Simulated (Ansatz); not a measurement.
# SnO2 (Cassiterite) (P4_2/mnm) in Ansatz: a series of runs

The runs below take SnO2 (Cassiterite) through single point, equation of state, with PBE.

Everything below comes from runs of Ansatz 0.2.0. Logs are shortened: lines on timing, memory, paths and dates and some standing lists are left out, and cuts for length are marked.

## Step 1: The structure

It takes space group P4_2/mnm (No. 136, tetragonal). The conventional cell has a = 4.738 Å, b = 4.738 Å, c = 3.187 Å, α = 90.00°, β = 90.00°, γ = 90.00°. Sn (site symmetry mmm) is surrounded by 6 O at 2.05 to 2.06 Å. Around O (site symmetry m2m) lie 3 Sn at 2.05 to 2.06 Å.

## Step 2: Single point, PBE, 11.21 Å³/atom (volume scaled by 0.94)

Input file input.yaml:

```yaml
crystal:
  lattice:
    - [4.6412789831, 0.0, 0.0]
    - [0.0, 4.6412789831, 0.0]
    - [0.0, 0.0, 3.1214511354]
  atoms:
    - { symbol: Sn, position: [0.5, 0.5, 0.5] }
    - { symbol: Sn, position: [0.0, 0.0, 0.0] }
    - { symbol: O, position: [0.8071, 0.1929, 0.5] }
    - { symbol: O, position: [0.6929, 0.6929, 0.0] }
    - { symbol: O, position: [0.1929, 0.8071, 0.5] }
    - { symbol: O, position: [0.3071, 0.3071, 0.0] }
hamiltonian:
  xc: pbe
  pseudopotentials: { kind: paw }
kpoints:
  mp_grid: { grid: [6, 6, 8] }
scf:
  occupations: { method: fermi_dirac, width: 0.05 }
output:
  forces: true
  stress: true
  eigenvalues: true
```

Potentials or basis: Ansatz PAW.

Launch:

```
$ ansatz run input.yaml --threads 2 --pin off --max-ram 5120MiB --backend cpu --events-out ev --progress --plain --runs-dir out
```

Standard output:

```text
Warning: RAYON_NUM_THREADS=2 ignored (pool sized by the plan → 2); use --threads N
Engine: ansatz 0.2.0, x86_64-unknown-linux-gnu
Pseudopotentials: kind: paw
Pseudopotential: Sn, paw, valence charge 14, recommended cutoff 420 eV (normal), Sn.paw.azcp
Pseudopotential: O, paw, valence charge 6, recommended cutoff 420 eV (normal), O.paw.azcp
Functional definition: PBE
  parameter kappa = 0.804
  parameter beta = 0.06672455060314922
  exchange = pbe_x(kappa = kappa, mu = beta*pi^2/3)
  correlation = pbe_c(beta = beta)
Crystal: 6 atoms, lattice volume = 67.241 Å³
Basis set: ecut = 420 eV, 1283 PW (Γ), exchange–correlation on 64×64×48 points (8 copies of the dense FFT grid, shifted against one another)
Bands: 32, of which v1, the nominal top of the filled ones, is band 26 counted from 1 (25 counted from 0)
Symmetry: 16 space group operations
Space group: P42/mnm (ITA 136), of the structure as read, at distance tolerance 4.1e-5 Å
k-points: 50 of 288
Non-local potential: Sn, projectors of the file, l = 0: 2, l = 1: 2, l = 2: 2, l = 3: 2
Non-local potential: O, projectors of the file, l = 0: 2, l = 1: 2, l = 2: 1
PAW form: soft (Blöchl's): semilocal exchange-correlation on the pseudo side does not see the compensation charge
PAW one-centre angular grid: Sn, 590 points (default); XC on 64 Gauss nodes
PAW one-centre angular grid: O, 110 points (default); XC on 64 Gauss nodes
Initial density: superposition of atomic densities (neutral atoms: chi_scale 0, normalization atom), corrected by the library's trained network
Initial wavefunctions: pseudopotential atomic-orbital guess
Functional: x = pbe(κ = 0.804, μ = 0.2195149727645171), c = pbe(β = 0.06672455060314922)
SCF iter   1: F=—  HF=-14317.330274 eV  |F-HF|=—  |Δ(HF+E_count)|=         —  Δρ=1.22e-3  dr2=2.54e-4  ethr=1.77e-3  ⟨swp⟩=6.1  Hψ=6982  notcnv=0  defer=7
preconditioner: auto → Resta (q_TF=auto, 2.614 Å⁻¹)  ε∞=3.6  [insulator: Δε(μ)=2.028 eV  Ē_g=20.364 eV  σ=0.050 eV  W_gap=1.00  n_scr=18 (ndim 8)  ℏωp=32.7 eV  f_vac=0.014  D(μ)=0.00/eV (n_scr^D=0)  ε∞_Penn≈3.6]
SCF iter   2: F=—  HF=-14317.331860 eV  |F-HF|=—  |Δ(HF+E_count)|=   1.59e-3  Δρ=6.91e-4  dr2=8.27e-5  ethr=4.88e-7  ⟨swp⟩=2.9  Hψ=3550  notcnv=0  defer=12
SCF iter   3: F=—  HF=-14317.332113 eV  |F-HF|=—  |Δ(HF+E_count)|=   2.53e-4  Δρ=1.71e-4  dr2=1.55e-5  ethr=1.59e-7  ⟨swp⟩=2.3  Hψ=2501  notcnv=0
automatic band count: iteration 3 solves 31 bands in place of 32: the levels show a gap, and the empty bands left out lie too high to hold charge; the band table lists the bands solved (type scf.n_extra_bands for more)
SCF iter   4: F=—  HF=-14317.332115 eV  |F-HF|=—  |Δ(HF+E_count)|=   2.46e-6  Δρ=5.38e-5  dr2=1.08e-6  ethr=2.98e-8  ⟨swp⟩=2.4  Hψ=2466  notcnv=0
SCF iter   5: F=—  HF=-14317.332116 eV  |F-HF|=—  |Δ(HF+E_count)|=   4.03e-7  Δρ=2.50e-5  dr2=2.54e-7  ethr=2.08e-9  ⟨swp⟩=2.3  Hψ=2732  notcnv=0
SCF iter   6: F=-14317.332116 eV  HF=-14317.332116 eV  |F-HF|=5.33e-9  |Δ(HF+E_count)|=   2.90e-7  Δρ=5.05e-6  dr2=1.41e-8  ethr=1.92e-10  ⟨swp⟩=8.0  Hψ=7120  notcnv=0
SCF 1 converged in 6 iterations: F = -14317.332116 eV  dr2 = 1.41e-8
SCF converged after 6 iterations
Free energy (F): -14317.332116 eV
Harris-Foulkes:  -14317.332116 eV  (|F-HF|=5.33e-9)
Internal energy: -14317.332116 eV  (E = F + TS)
E sigma→0 (E₀):  -14317.332116 eV
Fermi energy:    11.505771 eV
--- Per-component energies (eV) ---
  E_band       = -65.700806
  E_kinetic    = 1094.527900
  E_local      = -2741.888128  (includes V_loc(G=0)·N_el)
  E_nonlocal   = 136.329658
  E_hartree    = 1453.751962
  E_xc         = -1057.150036
  E_vxc        = -567.108531  (∫ρ·V_xc dr)
  E_paw        = -8932.893833  (= ΣΔE_a)
  E_vpaw       = -895.075205  (= ΣTr[D̂ρ^β])
  E_aug_tail   = 0.009854  (compensation charges beyond the density's cutoff)
  E_ewald      = -4270.019493
  E_smearing   = -0.000000  (= −TS)
  E_closure    = 0.000000  (closes the sum)
  Σ components = -14317.332116   (vs F -14317.332116, Δ=0.00e0)
--- Forces (eV/Å), atoms counted from 1 ---
  atom   1  Sn     0.00000000     0.00000000     0.00000000
  atom   2  Sn     0.00000000    -0.00000000     0.00000000
  atom   3  O     -0.39351354     0.39351354     0.00000000
  atom   4  O      0.39351354     0.39351354     0.00000000
  atom   5  O      0.39351354    -0.39351354     0.00000000
  atom   6  O     -0.39351354    -0.39351354     0.00000000
  max |Σ_I F_I| component: 2.22e-16 eV/Å
--- Stress (GPa, compression-positive) ---
       25.070616       0.000000       0.000000
        0.000000      25.070616       0.000000
        0.000000       0.000000      33.017877
  P = ⅓ Tr σ = 27.7197 GPa (277.197 kbar)
--- Band table (eV; the first three rows and the last of 50) ---
  k-point 0: bands = ["-10.7703", "-9.9043", "-9.4388", "-9.4232", "-9.4232", "-9.3433", "-9.2553", "-9.1370", "-9.1062", "-9.1062", "-8.7018", "-6.8209", "-6.8209", "-4.6211", "2.2207", "6.2175", "6.2175", "6.3241", "7.1339", "8.3724", "8.6322", "9.3136", "9.3136", "9.6553", "9.6553", "10.4816", "12.5122", "17.2093", "17.2093", "17.2400", "21.2994"]
  k-point 1: bands = ["-10.6805", "-9.7587", "-9.6347", "-9.6347", "-9.4033", "-9.3687", "-9.2468", "-9.1376", "-9.1341", "-9.1341", "-8.6423", "-6.4958", "-6.4958", "-4.7596", "2.1812", "6.2117", "6.3788", "6.3788", "7.2396", "7.3984", "8.5227", "8.6742", "8.6742", "9.7112", "9.7112", "10.3343", "13.4232", "17.6042", "17.8940", "17.8940", "20.4354"]
  k-point 2: bands = ["-10.4432", "-10.0351", "-10.0351", "-9.4963", "-9.3749", "-9.3088", "-9.2244", "-9.1852", "-9.1852", "-9.1410", "-8.4010", "-5.8183", "-5.8183", "-5.1980", "2.1508", "5.7612", "6.0849", "6.7612", "6.7612", "7.5517", "7.5762", "7.5762", "8.0158", "9.6072", "9.6072", "9.9226", "15.0610", "18.1744", "19.3929", "19.3929", "19.7814"]
  k-point 49: bands = ["-10.4797", "-10.4797", "-9.8711", "-9.8711", "-9.2550", "-9.2550", "-9.1602", "-9.1602", "-9.1048", "-9.1048", "-6.6672", "-6.6672", "-5.0445", "-5.0445", "2.1971", "2.1971", "5.1688", "5.1688", "7.9459", "7.9459", "8.0717", "8.0717", "9.4499", "9.4499", "9.5716", "9.5716", "16.0952", "16.0952", "19.6943", "19.6943", "22.1411"]
```

Run time: 0.86 s. Hardware: 2 threads of AMD EPYC 9R45 (Zen 5), shared host; peak memory 0.44 GiB.

What came out:

```
Free energy            : -14317.3321 eV
Pressure               : 27.7 GPa
Largest force          : 0.557 eV/Å
Band gap on the k mesh : 2.03 eV, direct
```

Caveat: the pressure holds a Pulay correction of +0.9 GPa for the finite cutoff; spin-orbit coupling is left out, which moves the levels of the heavy elements.

## Step 3: Single point, PBE, 11.45 Å³/atom (volume scaled by 0.96)

Changes to input.yaml since step 2:

```diff
@@ -2,5 +2,5 @@
   lattice:
-    - [4.6412789831, 0.0, 0.0]
-    - [0.0, 4.6412789831, 0.0]
-    - [0.0, 0.0, 3.1214511354]
+    - [4.6739651233, 0.0, 0.0]
+    - [0.0, 4.6739651233, 0.0]
+    - [0.0, 0.0, 3.1434339099]
   atoms:
@@ -23 +23,5 @@
   eigenvalues: true
+  write_density: true
+  write_potential: true
+  elf: true
+  volumetric_format: npy
```

Potentials or basis: Ansatz PAW.

Launch:

```
$ ansatz run input.yaml --threads 2 --pin off --max-ram 5120MiB --backend cpu --events-out ev --progress --plain --runs-dir out
```

It took 1.1 s on 2 threads of AMD EPYC 9R45 (Zen 5), shared host; peak memory 0.46 GiB.

Results (log left out):

```yaml
Free_energy: -14317.5513 eV
Pressure: 21.5 GPa
Largest_force: 0.456 eV/Å
Band_gap_on_the_k_mesh: 1.77 eV, direct
```

Caveat: the pressure holds a Pulay correction of +0.9 GPa for the finite cutoff; spin-orbit coupling is left out, which moves the levels of the heavy elements.

## Step 4: Single point, PBE, 11.68 Å³/atom (volume scaled by 0.98)

Changes to input.yaml since step 3:

```diff
@@ -2,5 +2,5 @@
   lattice:
-    - [4.6739651233, 0.0, 0.0]
-    - [0.0, 4.6739651233, 0.0]
-    - [0.0, 0.0, 3.1434339099]
+    - [4.7062003841, 0.0, 0.0]
+    - [0.0, 4.7062003841, 0.0]
+    - [0.0, 0.0, 3.1651134496]
   atoms:
```

Launch:

```
$ ansatz run input.yaml --threads 2 --pin off --max-ram 5120MiB --backend cpu --events-out ev --progress --plain --runs-dir out
```

It took 1.2 s on 2 threads of AMD EPYC 9R45 (Zen 5), shared host; peak memory 0.46 GiB.

Results (log left out):

```
Free energy            : -14317.7189 eV
Pressure               : 16.0 GPa
Largest force          : 0.362 eV/Å
Band gap on the k mesh : 1.52 eV, direct
```

Caveat: the pressure holds a Pulay correction of +0.9 GPa for the finite cutoff; spin-orbit coupling is left out, which moves the levels of the heavy elements.

## Step 5: Single point, PBE, 11.92 Å³/atom

Changes to input.yaml since step 4:

```diff
@@ -2,5 +2,5 @@
   lattice:
-    - [4.7062003841, 0.0, 0.0]
-    - [0.0, 4.7062003841, 0.0]
-    - [0.0, 0.0, 3.1651134496]
+    - [4.738, 0.0, 0.0]
+    - [0.0, 4.738, 0.0]
+    - [0.0, 0.0, 3.1865]
   atoms:
```

Launch:

```
$ ansatz run input.yaml --threads 2 --pin off --max-ram 5120MiB --backend cpu --events-out ev --progress --plain --runs-dir out
```

Wall time 1.1 s (2 threads of AMD EPYC 9R45 (Zen 5), shared host); peak memory 0.46 GiB.

The run converged. Its results:

* Free energy: -14317.8395 eV
* Pressure: 11.1 GPa
* Largest force: 0.275 eV/Å
* Band gap on the k mesh: 1.28 eV, direct

Caveat: the pressure holds a Pulay correction of +0.8 GPa for the finite cutoff; spin-orbit coupling is left out, which moves the levels of the heavy elements.

## Step 6: Single point, PBE, 12.16 Å³/atom (volume scaled by 1.02)

Changes to input.yaml since step 5:

```diff
@@ -2,5 +2,5 @@
   lattice:
-    - [4.738, 0.0, 0.0]
-    - [0.0, 4.738, 0.0]
-    - [0.0, 0.0, 3.1865]
+    - [4.7693783979, 0.0, 0.0]
+    - [0.0, 4.7693783979, 0.0]
+    - [0.0, 0.0, 3.207603264]
   atoms:
```

Potentials or basis: Ansatz PAW.

Launch:

```
$ ansatz run input.yaml --threads 2 --pin off --max-ram 5120MiB --backend cpu --events-out ev --progress --plain --runs-dir out
```

Run time: 1.2 s. Hardware: 2 threads of AMD EPYC 9R45 (Zen 5), shared host; peak memory 0.46 GiB.

It converged, with:

```
Free energy            : -14317.9182 eV
Pressure               : 6.7 GPa
Largest force          : 0.194 eV/Å
Band gap on the k mesh : 1.05 eV, direct
```

Caveat: the pressure holds a Pulay correction of +0.8 GPa for the finite cutoff; spin-orbit coupling is left out, which moves the levels of the heavy elements.

## Step 7: Single point, PBE, 12.40 Å³/atom (volume scaled by 1.04)

Changes to input.yaml since step 6:

```diff
@@ -2,5 +2,5 @@
   lattice:
-    - [4.7693783979, 0.0, 0.0]
-    - [0.0, 4.7693783979, 0.0]
-    - [0.0, 0.0, 3.207603264]
+    - [4.8003492553, 0.0, 0.0]
+    - [0.0, 4.8003492553, 0.0]
+    - [0.0, 0.0, 3.2284324403]
   atoms:
@@ -23,5 +23 @@
   eigenvalues: true
-  write_density: true
-  write_potential: true
-  elf: true
-  volumetric_format: npy
```

Launch:

```
$ ansatz run input.yaml --threads 2 --pin off --max-ram 5120MiB --backend cpu --events-out ev --progress --plain --runs-dir out
```

Wall time 0.96 s (2 threads of AMD EPYC 9R45 (Zen 5), shared host); peak memory 0.46 GiB.

Results (log left out):

```
Free energy            : -14317.9597 eV
Pressure               : 2.7 GPa
Largest force          : 0.119 eV/Å
Band gap on the k mesh : 0.84 eV, direct
```

Caveat: the pressure holds a Pulay correction of +0.8 GPa for the finite cutoff; spin-orbit coupling is left out, which moves the levels of the heavy elements.

## Step 8: Single point, PBE, 12.64 Å³/atom (volume scaled by 1.06)

Changes to input.yaml since step 7:

```diff
@@ -2,5 +2,5 @@
   lattice:
-    - [4.8003492553, 0.0, 0.0]
-    - [0.0, 4.8003492553, 0.0]
-    - [0.0, 0.0, 3.2284324403]
+    - [4.8309255526, 0.0, 0.0]
+    - [0.0, 4.8309255526, 0.0]
+    - [0.0, 0.0, 3.2489962586]
   atoms:
```

Launch:

```
$ ansatz run input.yaml --threads 2 --pin off --max-ram 5120MiB --backend cpu --events-out ev --progress --plain --runs-dir out
```

It took 0.94 s on 2 threads of AMD EPYC 9R45 (Zen 5), shared host; peak memory 0.46 GiB.

It converged, with:

```
Free energy            : -14317.9677 eV
Pressure               : -0.8 GPa
Largest force          : 0.049 eV/Å
Band gap on the k mesh : 0.63 eV, direct
```

Caveat: the pressure holds a Pulay correction of +0.8 GPa for the finite cutoff; spin-orbit coupling is left out, which moves the levels of the heavy elements.

## Step 9: Equation of state, PBE

Potentials or basis: Ansatz PAW.

No new run: the results of the series are fitted here.

What came out:

| Item | Value |
| --- | --- |
| Equilibrium volume | 12.58 Å³/atom |
| Bulk modulus at fixed shape and positions | 182 GPa |
| Pressure derivative of the bulk modulus | 4.8 |

Energy against volume, from the lowest point:
| volume (Å³/atom) | energy (meV/atom) |
| --- | --- |
| 11.207 | 105.93 |
| 11.445 | 69.39 |
| 11.684 | 41.47 |
| 11.922 | 21.36 |
| 12.161 | 8.25 |
| 12.399 | 1.34 |
| 12.637 | 0.00 |

Caveat: the cell was scaled at fixed shape and fractional positions, which overstates the stiffness of a crystal with free parameters, most of all of layers and chains.
